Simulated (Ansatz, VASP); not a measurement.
# One calculation of Rh, two programs

```
Rh
1.0
     0.00000    1.99663    1.99663
     1.99663    0.00000    1.99663
     1.99663    1.99663    0.00000
Rh
1
Direct
  0.00000 0.00000 0.00000
```

Change from the starting cell: strain +0.050 along x and y, +0.050 along z, atoms carried along.

Alike in both runs: task single point; functional PBE; k mesh 22 × 22 × 22; no spin polarisation.

|  | VASP | Ansatz |
| --- | --- | --- |
| version | VASP 6.6.1 | Ansatz 0.2.0 |
| potentials or method | VASP PAW PBE potentials, release 64 (Rh_pv) | scalar-relativistic, plane waves, PAW |
| plane-wave cutoff (eV) | 520 | 420 |
| occupations | methfessel-paxton of order 1, width 0.02 eV | cold, width 0.02 eV |
| valence electrons in the cell | 15 | 17 |

```csv
,VASP,Ansatz,Ansatz less VASP
gap on the k mesh at the Fermi level (eV),none,none,-
pressure (GPa),-23.2,-23.3,-0.05
```

A gap of «none» marks a metal or a gap that the smearing closes. The two sets of potentials don't hold the same shells in valence.

Caveats: so large a pressure means that the cell lies far from this level's equilibrium, or that cutoff or potentials fall short (VASP).
